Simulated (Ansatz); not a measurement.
# Eu in Ansatz: the effect of starting spin order

Eu:

```
CELL_PARAMETERS angstrom
-2.30300 2.30300 2.30300
2.30300 -2.30300 2.30300
2.30300 2.30300 -2.30300
ATOMIC_POSITIONS crystal
Eu 0.00000 0.00000 0.00000
```

Alike in all runs:

| Quantity | Value |
| --- | --- |
| Program | Ansatz 0.2.0 |
| Task | single point |
| Functional | PBE |
| Potentials or basis | Ansatz PAW |
| Cutoff | 420 eV (not typed: the program's choice for these potentials) |
| k mesh | 8 × 8 × 8 |
| Occupations | fermi-dirac, width 0.05 eV |

| starting spin order | spin | starting moments | energy over the lowest run (meV/atom) | pressure (GPa) | final net moment (μB) | final largest site moment (μB) |
| --- | --- | --- | --- | --- | --- | --- |
| spin off | no spin polarisation | - | ? | ? | ? | ? |
| fm | collinear spin, ferromagnetic start | [7.0] μB | 0.0 | -1.6 | 7.37 | 7.10 |
| random | collinear spin, random start | [4.73] μB | 0.0 | -1.6 | 7.37 | 7.10 |

Problem. What does the run with starting spin order spin off give?

Solution. Energy over the lowest run 7436.0 meV/atom; pressure -4.5 GPa; final net moment 0.00 μB; final largest site moment 0.00 μB.
